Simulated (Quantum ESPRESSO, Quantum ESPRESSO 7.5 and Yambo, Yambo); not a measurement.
# Te2Mo (2H monolayer): G0W0 with Yambo, start to end

Wanted: ground state, empty states, screening and self-energy for Te2Mo (2H monolayer).

Program: Quantum ESPRESSO 7.5 and Yambo 5.3.0. Level of theory: PBE and many-body steps on it, plane waves. Results are calculated unless marked as measured.

**Experimental background.**

- Gap 1.175 eV: optical gap, A:1s exciton energy at zero field; optical transmission; 4 K; monolayer (exfoliated monolayer encapsulated in hBN) (“Revealing exciton masses and dielectric properties of monolayer semiconductors with high magnetic fields”, 2019, pmc:6744484).

- Gap 1.352 ± 0.003 eV: free-particle direct gap at K; magneto-absorption of Rydberg excitons; 4 K; monolayer (exfoliated monolayer encapsulated in hBN; kappa assumed 4.4) (“Revealing exciton masses and dielectric properties of monolayer semiconductors with high magnetic fields”, 2019, pmc:6744484).

- Gap 1.9 eV: quasiparticle gap from dI/dV spectrum; scanning tunneling spectroscopy; 9 K; monolayer (MBE-grown monolayer on HOPG, 1H domain) on HOPG (“Electronic Janus lattice and kagome-like bands in coloring-triangular MoTe2 monolayers”, 2023, pmc:10562484).

- Gap 1.1 eV: direct optical gap (A exciton) from PL; photoluminescence; 300 K; monolayer (exfoliated monolayer on 90 nm SiO2/Si) on SiO2/Si (“Direct versus indirect band gap emission and exciton-exciton annihilation in atomically thin molybdenum ditelluride (MoTe2)”, 2016, arxiv:1602.03071).

**1. The starting structure**

The cell holds 3 atoms: 1 Mo and 2 Te. Cell: a = 3.560 Å, b = 3.560 Å, c = 17.000 Å, α = 90.0°, β = 90.0°, γ = 120.0°. Vacuum lies along c.

The structure was relaxed with PBE. The runs that relaxed it are not among those shown. Spin-orbit coupling is left out unless a step names it.

**2. Ground state**

This step: Quantum ESPRESSO 7.5; DFT, PBE, plane waves, norm-conserving pseudopotentials.

The ground-state density comes first.

pw.in reads:

```
&control
  calculation = 'scf'
  prefix = 'x'
  outdir = 'o'
  pseudo_dir = 'pseudo'
/
&system
  ibrav = 0
  nat = 3
  ntyp = 2
  ecutwfc = 88.0
  nbnd = 36
  force_symmorphic = .true.
/
&electrons
  conv_thr = 1e-10
  electron_maxstep = 80
  mixing_beta = 0.5
/
ATOMIC_SPECIES
  Mo 95.95 Mo.upf
  Te 127.6 Te.upf
CELL_PARAMETERS angstrom
  3.5604221049 0.0000000003 0.0000000000
  -1.7802110527 3.0834159909 0.0000000000
  0.0000000000 0.0000000000 17.0000000000
ATOMIC_POSITIONS crystal
  Mo 0.3333333333 0.6666666667 0.5000000000
  Te 0.6666666667 0.3333333333 0.6064934401
  Te 0.6666666667 0.3333333333 0.3935065599
K_POINTS automatic
  12 12 1 0 0 0
```

Run with:

```sh
$ OMP_NUM_THREADS=1 mpirun -n 4 pw.x -nk 4 -in pw.in > pw.out
```

The log of the run:

```text
Program PWSCF v.7.5 starts

     This program is part of the open-source Quantum ESPRESSO suite
     for quantum simulation of materials; please cite
         "P. Giannozzi et al., J. Phys.:Condens. Matter 21 395502 (2009);
         "P. Giannozzi et al., J. Phys.:Condens. Matter 29 465901 (2017);
         "P. Giannozzi et al., J. Chem. Phys. 152 154105 (2020);
     in publications or presentations arising from this work. More details at
     Message from routine setup:
     using ibrav=0 with symmetry is DISCOURAGED, use correct ibrav instead

     G-vector sticks info

     bravais-lattice index     =            0
     lattice parameter (alat)  =       6.7282  a.u.
     unit-cell volume          =    1259.4448 (a.u.)^3
     number of atoms/cell      =            3
     number of atomic types    =            2
     number of electrons       =        62.00
     number of Kohn-Sham states=           36
     kinetic-energy cutoff     =      88.0000  Ry
     charge density cutoff     =     352.0000  Ry
     scf convergence threshold =      1.0E-10
     mixing beta               =       0.5000
     number of iterations used =            8  plain     mixing
     Exchange-correlation= PBE
                           (   1   4   3   4   0   0   0)

     celldm(1)=   6.728223  celldm(2)=   0.000000  celldm(3)=   0.000000
     celldm(4)=   0.000000  celldm(5)=   0.000000  celldm(6)=   0.000000

     crystal axes: (cart. coord. in units of alat)
               a(1) = (   1.000000   0.000000   0.000000 )
               a(2) = (  -0.500000   0.866025   0.000000 )
               a(3) = (   0.000000   0.000000   4.774715 )

     reciprocal axes: (cart. coord. in units 2 pi/alat)
               b(1) = (  1.000000  0.577350 -0.000000 )
               b(2) = ( -0.000000  1.154701  0.000000 )
               b(3) = (  0.000000 -0.000000  0.209437 )
     Pseudo is Norm-conserving + core correction, Zval = 14.0
     Generated using ONCVPSP code by D. R. Hamann
     Using radial grid of 1640 points,  6 beta functions with:
     Pseudo is Norm-conserving + core correction, Zval = 24.0
     Generated using ONCVPSP code by D. R. Hamann
     Using radial grid of 1294 points,  8 beta functions with:
     Mo               14.00    95.95000     Mo( 1.00)
     Te               24.00   127.60000     Te( 1.00)

     12 Sym. Ops. (no inversion) found

   Cartesian axes

     site n.     atom                  positions (alat units)
         1        Mo     tau(   1) = (  -0.0000000   0.5773503   2.3873574  )
         2        Te     tau(   2) = (   0.5000000   0.2886751   2.8958332  )
         3        Te     tau(   3) = (   0.5000000   0.2886751   1.8788816  )

     number of k points=    19
                       cart. coord. in units 2pi/alat
        k(    1) = (   0.0000000   0.0000000   0.0000000), wk =   0.0138889
        k(    2) = (  -0.0000000   0.0962250   0.0000000), wk =   0.0833333
        k(    3) = (  -0.0000000   0.1924501   0.0000000), wk =   0.0833333
        k(    4) = (  -0.0000000   0.2886751   0.0000000), wk =   0.0833333
        k(    5) = (  -0.0000000   0.3849002   0.0000000), wk =   0.0833333
        k(    6) = (  -0.0000000   0.4811252   0.0000000), wk =   0.0833333
        k(    7) = (   0.0000000  -0.5773503   0.0000000), wk =   0.0416667
        k(    8) = (   0.0833333   0.1443376   0.0000000), wk =   0.0833333
        k(    9) = (   0.0833333   0.2405626   0.0000000), wk =   0.1666667
        k(   10) = (   0.0833333   0.3367877   0.0000000), wk =   0.1666667
     [... 7 further rows ...]
        k(   18) = (   0.2500000   0.5292377   0.0000000), wk =   0.1666667
        k(   19) = (   0.3333333   0.5773503   0.0000000), wk =   0.0277778

     Dense  grid:   140345 G-vectors     FFT dimensions: (  45,  45, 192)

     Initial potential from superposition of free atoms

     starting charge      61.9982, renormalised to      62.0000
     Starting wfcs are   36 randomized atomic wfcs

     per-process dynamical memory:   144.1 Mb

     Self-consistent Calculation

     iteration #  1     ecut=    88.00 Ry     beta= 0.50

     Threshold (ethr) on eigenvalues was too large:
     Diagonalizing with lowered threshold

     total energy              =   -1262.54544282 Ry
     estimated scf accuracy    <       0.18696190 Ry

     iteration #  2     ecut=    88.00 Ry     beta= 0.50

     total energy              =   -1262.50536626 Ry
     estimated scf accuracy    <       0.53437876 Ry

     iteration #  3     ecut=    88.00 Ry     beta= 0.50

     total energy              =   -1262.59094978 Ry
     estimated scf accuracy    <       0.13032697 Ry

     iteration #  4     ecut=    88.00 Ry     beta= 0.50

     total energy              =   -1262.60238438 Ry
     estimated scf accuracy    <       0.00225035 Ry

     iteration #  5     ecut=    88.00 Ry     beta= 0.50

     total energy              =   -1262.60282276 Ry
     estimated scf accuracy    <       0.00057769 Ry

     iteration #  6     ecut=    88.00 Ry     beta= 0.50

     total energy              =   -1262.60283573 Ry
     estimated scf accuracy    <       0.00005510 Ry

     iteration #  7     ecut=    88.00 Ry     beta= 0.50

     total energy              =   -1262.60285078 Ry
     estimated scf accuracy    <       0.00001093 Ry

     iteration #  8     ecut=    88.00 Ry     beta= 0.50

     total energy              =   -1262.60285060 Ry
     estimated scf accuracy    <       0.00000181 Ry

     iteration #  9     ecut=    88.00 Ry     beta= 0.50

     total energy              =   -1262.60285126 Ry
     estimated scf accuracy    <       0.00000056 Ry

     iteration # 10     ecut=    88.00 Ry     beta= 0.50

     total energy              =   -1262.60285127 Ry
     estimated scf accuracy    <       0.00000009 Ry

     iteration # 11     ecut=    88.00 Ry     beta= 0.50

     total energy              =   -1262.60285129 Ry
     estimated scf accuracy    <          1.2E-09 Ry

     iteration # 12     ecut=    88.00 Ry     beta= 0.50

     total energy              =   -1262.60285129 Ry
     estimated scf accuracy    <          2.9E-10 Ry

     iteration # 13     ecut=    88.00 Ry     beta= 0.50

     End of self-consistent calculation

          k = 0.0000 0.0000 0.0000 ( 17477 PWs)   bands (ev):

  -156.5656-156.5656-106.6138-106.6138-106.6138-106.6138-106.5440-106.5440
   -58.1082 -33.9132 -33.9132 -33.9031 -33.9031 -33.8503 -33.8503 -33.8402
   -33.8402 -33.8281 -33.8198 -32.2483 -32.1233 -32.1233  -9.9051  -8.9848
    -2.2916   0.9034   0.9773   0.9773   1.7380   1.7380   2.1615   5.6279
     5.6279   5.8920   5.8920   6.7213

          k =-0.0000 0.0962 0.0000 ( 17489 PWs)   bands (ev):

  -156.5656-156.5656-106.6139-106.6139-106.6138-106.6138-106.5440-106.5440
   -58.1077 -33.9127 -33.9121 -33.9039 -33.9020 -33.8508 -33.8505 -33.8418
   -33.8404 -33.8276 -33.8192 -32.2442 -32.1316 -32.1249  -9.8124  -8.9201
    -2.1887   0.7195   0.7660   1.0537   1.6133   1.8242   2.1519   5.2433
     5.3552   5.6924   5.7087   6.8881

          k =-0.0000 0.1925 0.0000 ( 17487 PWs)   bands (ev):

  -156.5656-156.5656-106.6139-106.6139-106.6139-106.6139-106.5440-106.5440
   -58.1063 -33.9107 -33.9082 -33.9066 -33.8989 -33.8522 -33.8514 -33.8462
   -33.8406 -33.8260 -33.8175 -32.2332 -32.1541 -32.1290  -9.5434  -8.7328
    -1.9040   0.1988   0.3140   1.2697   1.3069   1.7838   2.0692   4.5420
     4.7506   5.2299   5.8856   7.2040

          k =-0.0000 0.2887 0.0000 ( 17539 PWs)   bands (ev):

     [... further k-points ...]

     highest occupied, lowest unoccupied level (ev):     2.6091    3.6787

!    total energy              =   -1262.60285129 Ry
     estimated scf accuracy    <          1.7E-12 Ry

     The total energy is the sum of the following terms:
     one-electron contribution =   -3694.92976442 Ry
     hartree contribution      =    1809.25375782 Ry
     xc contribution           =    -165.31563230 Ry
     ewald contribution        =     788.38878760 Ry

     convergence has been achieved in  13 iterations

     XML data file, charge density, pseudopotentials, collected wavefunctions

=------------------------------------------------------------------------------=
   JOB DONE.
=------------------------------------------------------------------------------=
```

The job ended after 87 s (4 MPI ranks of Arm Neoverse V1, shared host; peak memory 0.88 GiB; 5.8 min of CPU time).

Numbers from this step:

| Property | Result |
| --- | --- |
| total energy | -17178.5869 eV |
| gap | 1.070 eV |
| k of the valence top | 0.3333, 0.3333, 0 |
| k of the conduction bottom | 0.3333, 0.3333, 0 |
| least direct gap | 1.070 eV |

The gap is direct, at (0.333, 0.333, 0.000).

**3. Bands along the symmetry lines**

Levels along a band path, at the cheap level, show where the edges lie and whether the meshes to come will hold them.

pw.in reads:

```
&control
  calculation = 'bands'
  prefix = 'x'
  outdir = 'o'
  pseudo_dir = 'pseudo'
/
&system
  ibrav = 0
  nat = 3
  ntyp = 2
  ecutwfc = 88.0
  nbnd = 37
  force_symmorphic = .true.
/
&electrons
  conv_thr = 1e-9
  electron_maxstep = 80
  diago_full_acc = .true.
  diago_thr_init = 5e-6
/
ATOMIC_SPECIES
  Mo 95.95 Mo.upf
  Te 127.6 Te.upf
CELL_PARAMETERS angstrom
  3.5604221049 0.0000000003 0.0000000000
  -1.7802110527 3.0834159909 0.0000000000
  0.0000000000 0.0000000000 17.0000000000
ATOMIC_POSITIONS crystal
  Mo 0.3333333333 0.6666666667 0.5000000000
  Te 0.6666666667 0.3333333333 0.6064934401
  Te 0.6666666667 0.3333333333 0.3935065599
K_POINTS crystal
  25
  0.00000000 0.00000000 0.00000000 1
  0.06250000 0.00000000 0.00000000 1
  0.12500000 0.00000000 0.00000000 1
  0.18750000 0.00000000 0.00000000 1
  0.25000000 0.00000000 0.00000000 1
  0.31250000 0.00000000 0.00000000 1
  0.37500000 0.00000000 0.00000000 1
  0.43750000 0.00000000 0.00000000 1
  0.50000000 0.00000000 0.00000000 1
  0.47916667 0.04166667 0.00000000 1
  0.45833333 0.08333333 0.00000000 1
  0.43750000 0.12500000 0.00000000 1
  0.41666666 0.16666666 0.00000000 1
  0.39583333 0.20833333 0.00000000 1
  0.37500000 0.25000000 0.00000000 1
  0.35416666 0.29166666 0.00000000 1
  0.33333333 0.33333333 0.00000000 1
  0.29166666 0.29166666 0.00000000 1
  0.25000000 0.25000000 0.00000000 1
  0.20833333 0.20833333 0.00000000 1
  0.16666666 0.16666666 0.00000000 1
  0.12500000 0.12500000 0.00000000 1
  0.08333333 0.08333333 0.00000000 1
  0.04166667 0.04166667 0.00000000 1
  0.00000000 0.00000000 0.00000000 1
```

The log of the run:

```text
[banner, memory and clock lines left out]
Program PWSCF v.7.5 starts

     Atomic positions and unit cell read from directory:
     o/x.save/

     Message from routine setup:
     using ibrav=0 with symmetry is DISCOURAGED, use correct ibrav instead

     G-vector sticks info

     bravais-lattice index     =            0
     lattice parameter (alat)  =       6.7282  a.u.
     unit-cell volume          =    1259.4448 (a.u.)^3
     number of atoms/cell      =            3
     number of atomic types    =            2
     number of electrons       =        62.00
     number of Kohn-Sham states=           37
     kinetic-energy cutoff     =      88.0000  Ry
     charge density cutoff     =     352.0000  Ry
     Exchange-correlation= PBE
                           (   1   4   3   4   0   0   0)

     celldm(1)=   6.728223  celldm(2)=   0.000000  celldm(3)=   0.000000
     celldm(4)=   0.000000  celldm(5)=   0.000000  celldm(6)=   0.000000

     crystal axes: (cart. coord. in units of alat)
               a(1) = (   1.000000   0.000000   0.000000 )
               a(2) = (  -0.500000   0.866025   0.000000 )
               a(3) = (   0.000000   0.000000   4.774715 )

     reciprocal axes: (cart. coord. in units 2 pi/alat)
               b(1) = (  1.000000  0.577350 -0.000000 )
               b(2) = ( -0.000000  1.154701  0.000000 )
               b(3) = (  0.000000 -0.000000  0.209437 )
     Pseudo is Norm-conserving + core correction, Zval = 14.0
     Generated using ONCVPSP code by D. R. Hamann
     Using radial grid of 1640 points,  6 beta functions with:
     Pseudo is Norm-conserving + core correction, Zval = 24.0
     Generated using ONCVPSP code by D. R. Hamann
     Using radial grid of 1294 points,  8 beta functions with:
     Mo               14.00    95.95000     Mo( 1.00)
     Te               24.00   127.60000     Te( 1.00)

     12 Sym. Ops. (no inversion) found

   Cartesian axes

     site n.     atom                  positions (alat units)
         1        Mo     tau(   1) = (  -0.0000000   0.5773503   2.3873574  )
         2        Te     tau(   2) = (   0.5000000   0.2886751   2.8958332  )
         3        Te     tau(   3) = (   0.5000000   0.2886751   1.8788816  )

     number of k points=    25
                       cart. coord. in units 2pi/alat
        k(    1) = (   0.0000000   0.0000000   0.0000000), wk =   0.0800000
        k(    2) = (   0.0625000   0.0360844   0.0000000), wk =   0.0800000
        k(    3) = (   0.1250000   0.0721688   0.0000000), wk =   0.0800000
[...]
[... 13 further rows ...]
        k(   24) = (   0.0416667   0.0721688   0.0000000), wk =   0.0800000
        k(   25) = (   0.0000000   0.0000000   0.0000000), wk =   0.0800000

     Dense  grid:   140345 G-vectors     FFT dimensions: (  45,  45, 192)

     The potential is recalculated from file :
     o/x.save/charge-density

     Starting wfcs are   36 randomized atomic wfcs +    1 random wfcs

     Band Structure Calculation

     End of band structure calculation

          k = 0.0000 0.0000 0.0000 ( 17477 PWs)   bands (ev):

  -156.5656-156.5656-106.6138-106.6138-106.6138-106.6138-106.5440-106.5440
   -58.1082 -33.9132 -33.9132 -33.9031 -33.9031 -33.8503 -33.8503 -33.8402
   -33.8402 -33.8281 -33.8198 -32.2483 -32.1233 -32.1233  -9.9051  -8.9848
    -2.2916   0.9034   0.9774   0.9774   1.7380   1.7380   2.1615   5.6279
     5.6279   5.8920   5.8920   6.7213   7.2546

          k = 0.0625 0.0361 0.0000 ( 17497 PWs)   bands (ev):

  -156.5656-156.5656-106.6139-106.6139-106.6139-106.6138-106.5440-106.5440
[...]
5.5565   5.6750   5.7761   6.8279   7.3212

          k = 0.1250 0.0722 0.0000 ( 17499 PWs)   bands (ev):

  -156.5656-156.5656-106.6139-106.6139-106.6139-106.6139-106.5440-106.5440
[...]
4.9486   5.4790   5.7926   7.0300   7.5125

[...]
k = 0.0417 0.0722 0.0000 ( 17494 PWs)   bands (ev):

  -156.5656-156.5656-106.6139-106.6139-106.6139-106.6138-106.5440-106.5440
[...]
5.4704   5.6897   5.7330   6.8556   7.3431

          k = 0.0000 0.0000 0.0000 ( 17477 PWs)   bands (ev):

  -156.5656-156.5656-106.6138-106.6138-106.6138-106.6138-106.5440-106.5440
[...]
-33.8402 -33.8281 -33.8198 -32.2483 -32.1233 -32.1233  -9.9051  -8.9848
    -2.2916   0.9034   0.9774   0.9774   1.7380   1.7380   2.1615   5.6279
     5.6279   5.8920   5.8920   6.7213   8.1544

     XML data file, pseudopotentials, collected wavefunctions
```

Run time: 20 s. Hardware: 4 MPI ranks; peak memory 0.62 GiB; 79 s of CPU time.

This step gave:

* gap: 1.070 eV
* k of the valence top: 0.3333, 0.3333, 0
* k of the conduction bottom: 0.3333, 0.3333, 0
* least direct gap: 1.070 eV

The gap is 1.070 eV, as in the run before at this level.

Electronic bands along the path, in eV, zero at the top of the highest filled band:

```csv
point,band 28,band 29,band 30,band 31,band 32,band 33,band 34,band 35
Γ,-1.63,-0.87,-0.87,-0.45,3.02,3.02,3.28,3.28
halfway,-1.66,-1.15,-1.02,-0.76,1.49,2.12,2.19,3.44
M,-2.26,-1.62,-0.73,-0.33,1.38,1.71,3.25,3.61
halfway,-2.64,-2.08,-1.61,-0.19,1.35,1.97,2.41,3.61
K,-2.91,-2.90,-1.73,0.00,1.07,1.87,2.48,3.97
halfway,-2.44,-1.46,-0.83,-0.57,1.30,1.80,1.94,3.39
Γ,-1.63,-0.87,-0.87,-0.45,3.02,3.02,3.28,3.28
```

(Part 1 of 3 ends here.)

[Paths, hosts, dates, memory and timing lines, banners, echoed tables and standing remarks are left out of the program output.]

[Logs are printed without paths, hosts, clocks, repeated set-up lines and the standing remarks that a program may print on its own settings, such as how far it seeks lower states.]

[Runs of the session that timed out or met a known fault of the program may be left out.]

[Hosts, paths, dates, database ids (printed as entryN), source tags and the programs' standing remarks are cut or masked in the printed files.]
